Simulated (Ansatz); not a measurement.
# GaSe: the cost of one run

Computed with Ansatz 0.2.0, driven from Python. The levels of theory stand in the script.

## 1. Starting point

It takes space group P6_3/mmc (No. 194, hexagonal). The conventional cell has a = 3.742 Å, b = 3.742 Å, c = 15.919 Å, α = 90.00°, β = 90.00°, γ = 120.00°. Around Ga (site symmetry 3m) lie 1 Ga at 2.32 Å and 3 Se at 2.48 Å. Se (site symmetry 3m) is surrounded by 3 Ga at 2.48 Å.

POSCAR_gase, read by the script:

```text
GaSe
1.0
   3.74200000    0.00000000    0.00000000
  -1.87100000    3.24066706    0.00000000
   0.00000000    0.00000000   15.91900000
Ga Se
4 4
Direct
   0.33333333    0.66666667    0.17700000
   0.66666667    0.33333333    0.67700000
   0.33333333    0.66666667    0.32300000
   0.66666667    0.33333333    0.82300000
   0.33333333    0.66666667    0.60000000
   0.66666667    0.33333333    0.10000000
   0.33333333    0.66666667    0.90000000
   0.66666667    0.33333333    0.40000000
```

## 2. The code

gase_lattice.py reads:

```python
"""Relaxed cell of GaSe under several functionals."""

import warnings

import ansatz as az
from ase.io import read
import numpy as np

def edges_and_angles(cell):
    cell = np.asarray(cell)
    a, b, c = np.linalg.norm(cell, axis=1)
    cosines = cell[1] @ cell[2] / (b * c), cell[0] @ cell[2] / (a * c), cell[0] @ cell[1] / (a * b)
    return (a, b, c, *np.degrees(np.arccos(cosines)))

warnings.simplefilter("ignore", az.DeckWarning)

atoms = read("POSCAR_gase", format="vasp")
crystal = az.Crystal.from_ase(atoms)

calc = (
    crystal.calculation()
    .kpoints(mesh=(6, 6, 2))
    .basis(420)
    .occupations("fixed")
    .relax(cell=True, force_tolerance=0.005)
)

levels = [("revpbe", "d3bj"), ("pbe", "none"), ("pbe", "d3bj"), ("lda", "none")]
print("level            a       b       c    alpha   beta  gamma  V/atom  steps")
for name, dispersion in levels:
    seen = []
    run = calc.functional(name, dispersion=dispersion).session().plan()
    outcome = run.execute(on_event=lambda e: seen.append(e) if e["event"] == "relax_step" else None)
    cell = outcome.lattice.cell_ang
    label = name if dispersion == "none" else f"{name}+{dispersion}"
    print("{:13s} {:7.4f} {:7.4f} {:7.4f} {:6.2f} {:6.2f} {:6.2f}".format(label, *edges_and_angles(cell)), f"{abs(np.linalg.det(cell)) / len(outcome.lattice.sites):7.3f} {len(seen):5d}")
```

## 3. The calls as engine input

The engine receives this input (first run):

```yaml
crystal:
  lattice:
    - [3.742, 0.0, 0.0]
    - [-1.871, 3.24066706, 0.0]
    - [0.0, 0.0, 15.919]
  atoms:
    - { symbol: Ga, position: [0.33333333, 0.66666667, 0.177] }
    - { symbol: Ga, position: [0.6666666699999999, 0.33333333, 0.677] }
    - { symbol: Ga, position: [0.33333333, 0.66666667, 0.323] }
    - { symbol: Ga, position: [0.6666666699999999, 0.33333333, 0.823] }
    - { symbol: Se, position: [0.33333333, 0.66666667, 0.6] }
    - { symbol: Se, position: [0.6666666699999999, 0.33333333, 0.1] }
    - { symbol: Se, position: [0.33333333, 0.66666667, 0.9] }
    - { symbol: Se, position: [0.6666666699999999, 0.33333333, 0.4] }
basis:
  ecutwfc: 420.0
kpoints:
  mp_grid:
    grid: [6, 6, 2]
hamiltonian:
  xc: revpbe
  dispersion: d3bj
scf:
  occupations:
    method: fixed
relax:
  f_tol: 0.005
  cell: {}
```

## 4. Launch

Run with:

```bash
$ python gase_lattice.py
```

**Question.** How long does this script take on 1 thread of Arm Neoverse V2, shared host, and how much memory does it need?

About 3.6 min, with a peak of 0.7 GiB.
